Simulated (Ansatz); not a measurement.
Below is a relaxed structure of FePt. The cell was found from a structure generator's guess, not taken from experiment.

These are results of DFT PBE, scalar-relativistic, plane waves, PAW (Ansatz 0.2.0), not measurements. Cutoff 420 eV, Γ-centred mesh, Gaussian smearing, collinear spin.

```cif
data_structure
_symmetry_space_group_name_H-M 'P 1'
_symmetry_Int_Tables_number 1
_cell_length_a 4.1797
_cell_length_b 4.1797
_cell_length_c 4.4977
_cell_angle_alpha 90.000
_cell_angle_beta 90.000
_cell_angle_gamma 120.000
_cell_volume 68.05
loop_
_atom_site_label
_atom_site_type_symbol
_atom_site_fract_x
_atom_site_fract_y
_atom_site_fract_z
_atom_site_occupancy
Fe1 Fe 0.00000 0.00000 0.25000 1
Fe2 Fe 0.00000 0.00000 0.75000 1
Pt1 Pt 0.33333 0.66667 0.75000 1
Pt2 Pt 0.66667 0.33333 0.25000 1
```

Formation energies are uncorrected and refer to the elements' standard structures at the same level.

Question: Find its symmetry and describe it.

Answer: P6_3/mmc (No. 194). Conventional cell: a = 4.180 Å, c = 4.498 Å. Fe is surrounded by 2 Fe at 2.25 Å and 3 Pt at 2.41 Å; Pt is surrounded by 3 Fe at 2.41 Å.

Question: What is its formation energy per atom?

Answer: +0.63 eV/atom. A positive value: parting into the elements would lower its energy.

Question: Is it a metal?

Answer: Yes, bands cross the Fermi level on the 12×12×10 mesh.

Question: Which magnetic moments does it keep?

Answer: 1.71 μB per atom net, the space between the atoms included; by site: Fe 2.8 (×2); Pt 0.5 (×2) μB.

The last run used collinear spin, a 12×12×10 mesh (in the run's order of axes) for its 4-atom cell and Gaussian smearing of 0.10 eV. Spin–orbit coupling, which can matter for Pt, is left out. Another magnetic order may lie lower. Symmetry constrained the relaxation, so the result can be a saddle point. Another cell of FePt relaxed alike, in P4/mmm (a cell as deposited in COD), lies 0.86 eV/atom lower, so this cell isn't the stable form at this level.
